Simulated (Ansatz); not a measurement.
BN (started from an entry of an open crystallographic database), relaxed with r2SCAN in the PAW code Ansatz. It is cubic, F-43m (No. 216); conventional cell a = 3.610 Å, 5.88 Å³ an atom. Around B lie 4 N at 1.56 Å; around N lie 4 B at 1.56 Å.

The axes x, y and z are those of this cell:
```xyz
2
Lattice="0.0000 1.8048 1.8048 1.8048 0.0000 1.8048 1.8048 1.8048 0.0000" Properties=species:S:1:pos:R:3 pbc="T T T"
B     0.0000    0.0000    0.0000
N     0.9024    0.9024    0.9024
```

Unstrained: With PBE the valence top lies at Γ and the conduction bottom at X, 4.477 eV higher; the smallest vertical gap, at Γ, is 8.852 eV. r2SCAN gives an indirect gap of 5.003 eV, from Γ to X; the least direct gap is 9.587 eV at Γ. The HSE06 gap is indirect, 5.794 eV (Γ to X), below the direct gap of 10.592 eV at Γ. Meshes: PBE 12×12×12, r2SCAN 12×12×12, HSE06 8×8×8. Strains are changes of length per length. After each strain the atoms were relaxed again with r2SCAN within the symmetry that the strain leaves, so tilts or polar shifts that break it weren't tested; points keep the names that they have in the unstrained zone. The values are computed, spin-unpolarised, and not measurements.

Question: One strain changed the r2SCAN stress by xx -14.70, yy -14.70, zz -0.03 GPa (compression positive) and the gap by -0.444 eV (PBE), -0.459 eV (r2SCAN), -0.461 eV (HSE06). Which kind of strain was it, and roughly how large?

Answer: Epitaxial +1.69 % in the xy plane, free normal strain -0.72 %. The pattern of the stress gives the kind; the size needs the stiffness, so it is an estimate.

Question: Estimate what uniaxial +5.45 % along z, other directions held does to the gap.

Answer: PBE: the gap goes from 4.477 to 3.958 eV (-0.519 eV); the X points, equivalent before, split by 878 meV, and the conduction bottom lies at those like (0, 1/2, 1/2); with r2SCAN the top three valence levels at Γ, degenerate before, become 2+1 from the top over 564 meV. r2SCAN: the gap goes from 5.003 to 4.463 eV (-0.540 eV); the X points, equivalent before, split by 906 meV, and the conduction bottom lies at those like (0, 1/2, 1/2). HSE06: the gap goes from 5.794 to 5.251 eV (-0.543 eV); the X points, equivalent before, split by 901 meV, and the conduction bottom lies at those like (0, 1/2, 1/2). The r2SCAN energy rises by 43.0 meV an atom.

Question: Apply isotropic +5.19 % on every length. How far does the gap move, against the unstrained cell?

Answer: PBE: the gap goes from 4.477 to 4.295 eV (-0.182 eV). r2SCAN: the gap goes from 5.003 to 4.788 eV (-0.215 eV). HSE06: the gap goes from 5.794 to 5.571 eV (-0.223 eV). The r2SCAN energy rises by 152.1 meV an atom.

Question: One strain changed the r2SCAN stress by xx +17.28, yy +4.00, zz +4.00 GPa (compression positive) and the gap by -0.355 eV (PBE), -0.357 eV (r2SCAN), -0.358 eV (HSE06). Which kind of strain was it, and roughly how large?

Answer: Uniaxial -2.05 % along x, other directions held. The pattern of the stress gives the kind; the size needs the stiffness, so it is an estimate.

The meshes of the hybrids are coarse, so their gaps aren't converged to the digits shown.

The splittings at Γ are without spin-orbit coupling, which regroups them where it is of like size or larger.
